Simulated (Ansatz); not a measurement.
CdS:

```
CELL_PARAMETERS angstrom
0.00000 2.75324 2.75324
2.75324 0.00000 2.75324
2.75324 2.75324 0.00000
ATOMIC_POSITIONS crystal
Cd 0.00000 0.00000 0.00000
S 0.50000 0.50000 0.50000
```

Measurements of this composition are mostly on another form, of space group No. 186.

Below is the output of Ansatz 0.2.0 for this cell. Logs are shortened: lines on timing, memory, paths and dates and some standing lists are left out, and cuts for length are marked.

```text
Warning: RAYON_NUM_THREADS=1 ignored (pool sized by the plan → 1); use --threads N
LAPW: plane waves up to 7.037 Å⁻¹, error target 2.0e-3 eV per atom; small_component_spin mean_spin; S in spheres of 1.206 Å, 14 of its electrons in bands, Dirac shells []; Cd in spheres of 1.547 Å, 20 of its electrons in bands, Dirac shells [] (how accurate: hamiltonian.pseudopotentials.lapw.basis_error, Limitations)
Engine: ansatz 0.2.0, x86_64-unknown-linux-gnu
Pseudopotentials: kind: all_electron
Pseudopotential: Cd, LAPW, valence charge 20, lapw/all_electron/scalar/gaussian/Cd, Koelling and Harmon's equation, gaussian nucleus
Pseudopotential: S, LAPW, valence charge 14, lapw/all_electron/scalar/gaussian/S, Koelling and Harmon's equation, gaussian nucleus
Functional definition: PBE
  parameter kappa = 0.804
  parameter beta = 0.06672455060314922
  exchange = pbe_x(kappa = kappa, mu = beta*pi^2/3)
  correlation = pbe_c(beta = beta)
Crystal: 2 atoms, lattice volume = 41.741 Å³
Basis set: ecut = 188.6844708299776 eV, 259 PW (Γ), exchange–correlation at level 2
Bands: 21, of which v1, the nominal top of the filled ones, is band 17 counted from 1 (16 counted from 0)
Symmetry: 48 space group operations
Space group: Fm-3m (ITA 225), of the structure as read, at distance tolerance 3.5e-5 Å
k-points: 4 of 27
Non-local potential: Cd, projectors of the file, none
Non-local potential: S, projectors of the file, none
Initial density: superposition of atomic densities (chi_scale 0.1, normalization cell, long waves kept (reshape's long-wave potential 0.00 eV rms))
Initial wavefunctions: plane waves of lowest kinetic energy (no species holds an atomic orbital)
Functional: x = pbe(κ = 0.804, μ = 0.2195149727645171), c = pbe(β = 0.06672455060314922)
iter 1 solved again at ethr=4.62e-3 eV; its pass at ethr=1.00e-1 eV (dr2=1.57e0 eV) is discarded
SCF iter   1: F=—  HF=-163099.573868 eV  |F-HF|=—  |Δ(HF+E_count)|=         —  Δρ=4.35e-2  dr2=1.57e0  ethr=4.62e-3  ⟨swp⟩=2.0  Hψ=557  notcnv=0
preconditioner: auto → none  [insulator: Δε(μ)=1.668 eV  Ē_g=11.919 eV  σ=0.020 eV  W_gap=1.00  n_scr=14 (ndim 8)  ℏωp=24.4 eV  f_vac=0.013  D(μ)=0.00/eV (n_scr^D=0)  ε∞_Penn≈5.2]
iter 2 solved again at ethr=4.34e-5 eV; its pass at ethr=4.62e-3 eV (dr2=1.48e-2 eV) is discarded
SCF iter   2: F=—  HF=-163098.932940 eV  |F-HF|=—  |Δ(HF+E_count)|=   6.41e-1  Δρ=8.06e-3  dr2=1.48e-2  ethr=4.34e-5  ⟨swp⟩=2.2  Hψ=453  notcnv=0
SCF iter   3: F=—  HF=-163098.881082 eV  |F-HF|=—  |Δ(HF+E_count)|=         —  Δρ=4.94e-3  dr2=1.28e-2  ethr=4.34e-5  ⟨swp⟩=3.0  Hψ=278  notcnv=0
the basis was enlarged: its passes take 75.4 KiB over the memory plan, 1 of 1 planned eigensolver slots
SCF iter   4: F=—  HF=-163098.880852 eV  |F-HF|=—  |Δ(HF+E_count)|=   2.30e-4  Δρ=1.49e-3  dr2=1.10e-3  ethr=3.75e-5  ⟨swp⟩=2.0  Hψ=260  notcnv=0
SCF iter   5: F=—  HF=-163098.880740 eV  |F-HF|=—  |Δ(HF+E_count)|=   1.12e-4  Δρ=2.80e-4  dr2=2.35e-5  ethr=3.23e-6  ⟨swp⟩=2.0  Hψ=244  notcnv=0
SCF iter   6: F=—  HF=-163098.880774 eV  |F-HF|=—  |Δ(HF+E_count)|=   3.31e-5  Δρ=4.04e-5  dr2=4.84e-7  ethr=6.91e-8  ⟨swp⟩=3.0  Hψ=250  notcnv=0
SCF iter   7: F=-163098.880775 eV  HF=-163098.880775 eV  |F-HF|=7.16e-9  |Δ(HF+E_count)|=   1.03e-6  Δρ=2.68e-6  dr2=3.12e-9  ethr=1.42e-9  ⟨swp⟩=3.0  Hψ=261  notcnv=0
SCF 1 converged in 7 iterations: F = -163098.880775 eV  dr2 = 3.12e-9
SCF converged after 7 iterations
Free energy (F): -163098.880775 eV
Harris-Foulkes:  -163098.880775 eV  (|F-HF|=7.16e-9)
Internal energy: -163098.880775 eV  (E = F + TS)
E sigma→0 (E₀):  -163098.880775 eV
Fermi energy:    10.805442 eV
--- Per-component energies (eV) ---
  E_band       = -1640.224482
  E_kinetic    = 170386.450970
  E_xc         = -4908.360144
  E_electrostatic = -328576.971601  (all electrons and nuclei)
  E_smearing   = -0.000000  (= −TS)
  E_closure    = 0.000000  (closes the sum)
  E_atoms      = -163093.279048  (free atoms, spherical and without spin; not in F)
  Σ components = -163098.880775   (vs F -163098.880775, Δ=0.00e0)
  Basis errors (estimates in eV, not in F): energy 7.3e-4 per atom: plane waves 6.4e-4 (3.6e-4 summed), levels above the bands 5.7e-205, relativity 1.0e-7, radial functions 9.8e-5, core shells 2.0e-8; eigenvalues (radial functions only) 1.8e-5; not estimated: angular momenta, meshes, grids; target (lapw.basis_error) 2.0e-3; muffin-tin radii S 1.206 Å, Cd 1.547 Å
--- Forces (eV/Å), atoms counted from 1 ---
  atom   1  Cd    -0.00000000     0.00000000    -0.00000000
  atom   2  S      0.00000000    -0.00000000    -0.00000000
  max |Σ_I F_I| component: 8.38e-31 eV/Å
--- Stress (GPa, compression-positive) ---
        0.791421      -0.000000       0.000000
       -0.000000       0.791421       0.000000
        0.000000       0.000000       0.791421
  P = ⅓ Tr σ = 0.7914 GPa (7.914 kbar)
--- Band table (eV) ---
  k-point 0: bands = ["-193.8086", "-138.5805", "-138.5805", "-138.5805", "-91.2534", "-52.3274", "-52.3274", "-52.3274", "-2.1594", "2.7304", "2.7304", "2.7304", "2.7366", "2.7366", "9.7854", "9.7854", "9.7854", "11.2629", "19.5936", "19.5936", "19.5936"]
  k-point 1: bands = ["-193.8086", "-138.5805", "-138.5805", "-138.5805", "-91.2534", "-52.3285", "-52.3276", "-52.3276", "-1.3890", "2.5253", "2.5253", "2.6128", "2.8738", "2.8738", "6.3482", "10.2926", "10.2926", "14.0191", "16.9662", "17.0131", "17.0131"]
  k-point 2: bands = ["-193.8086", "-138.5805", "-138.5805", "-138.5805", "-91.2534", "-52.3284", "-52.3278", "-52.3278", "-1.4195", "2.6216", "2.8132", "2.8839", "2.9039", "2.9039", "7.2543", "8.7834", "8.7834", "12.0441", "16.8766", "18.3442", "20.2262"]
  k-point 3: bands = ["-193.8086", "-138.5805", "-138.5805", "-138.5804", "-91.2534", "-52.3284", "-52.3284", "-52.3278", "-1.1232", "2.5992", "2.6332", "2.7968", "2.9281", "3.2244", "6.6707", "7.3239", "9.5766", "13.2565", "16.8887", "18.2473", "18.4679"]
```

**Question.** Write the input and the command behind it.

**Answer.** Single point with PBE, no spin polarisation. The files as run (others can give the same):

input.yaml
```yaml
crystal:
  lattice:
    - [0.0, 2.753244, 2.753244]
    - [2.753244, 0.0, 2.753244]
    - [2.753244, 2.753244, 0.0]
  atoms:
    - { symbol: Cd, position: [0.0, 0.0, 0.0] }
    - { symbol: S, position: [0.5, 0.5, 0.5] }
kpoints:
  mp_grid: { grid: [3, 3, 3] }
scf:
  occupations: { method: fermi_dirac, width: 0.02 }
hamiltonian:
  xc: pbe
  pseudopotentials: { kind: all_electron, lapw: { basis_error: 0.002 } }
output:
  forces: true
  stress: true
  eigenvalues: true
```

Potentials or basis: all-electron LAPW, scalar-relativistic.
Run with:
```console
$ ansatz run input.yaml --threads 1 --pin off --max-ram 2560MiB --backend cpu --events-out ev --progress --plain --runs-dir out
```

Caveat: the k mesh is coarse (spacing up to 0.66 Å⁻¹), so the values aren't converged; an odd mesh through Γ misses points on the zone boundary, where band edges often lie.
